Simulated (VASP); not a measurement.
NaI: single point with PBE

The system is NaI.

```
CELL_PARAMETERS angstrom
5.15075 0.00000 0.00000
-2.57538 4.46068 0.00000
0.00000 0.00000 7.97323
ATOMIC_POSITIONS crystal
Na 0.33333 0.66667 0.38161
Na 0.66667 0.33333 0.88161
I 0.33333 0.66667 0.99153
I 0.66667 0.33333 0.49153
```

The cell was built by a generator and needn't be a form met in nature.

```
Program                : VASP 6.6.1
Task                   : single point
Functional             : PBE
Potentials or basis    : VASP PAW PBE potentials, release 64 (Na_pv, I)
Cutoff                 : 520 eV
k mesh                 : 6 × 6 × 4
Occupations            : fermi-dirac, width 0.05 eV
Spin                   : no spin polarisation
Further INCAR settings : ALGO = Normal; EDIFF = 1e-07; NBANDS = 22
```

| Item | Value |
| --- | --- |
| Pressure | 0.0 GPa |
| Band gap on the k mesh | 3.70 eV, direct |

Levels at points of the mesh, in eV from the valence-band top:
| k point | band 12 | band 13 | band 14 | band 15 | band 16 | band 17 |
| --- | --- | --- | --- | --- | --- | --- |
| (0.00, 0.00, 0.00) | -0.13 | -0.13 | 0.00 | 3.70 | 5.13 | 7.49 |
| (0.50, 0.00, 0.00) | -0.54 | -0.34 | -0.23 | 5.51 | 5.61 | 6.06 |
| (0.50, 0.50, 0.00) | -0.54 | -0.34 | -0.23 | 5.51 | 5.61 | 6.06 |
| (0.00, 0.00, 0.50) | -0.22 | -0.22 | -0.22 | 4.77 | 4.77 | 7.29 |
| (0.50, 0.00, 0.50) | -0.39 | -0.31 | -0.31 | 5.38 | 5.38 | 6.64 |
| (0.50, 0.50, 0.50) | -0.39 | -0.31 | -0.31 | 5.38 | 5.38 | 6.64 |

Wall time 2.2 min on 1 thread of AMD EPYC 7R13 Processor (Zen 3), on a shared host, peak memory 0.32 GiB.

Caveat: spin-orbit coupling is left out, which moves the levels of the heavy elements. A k mesh can miss the band edges.
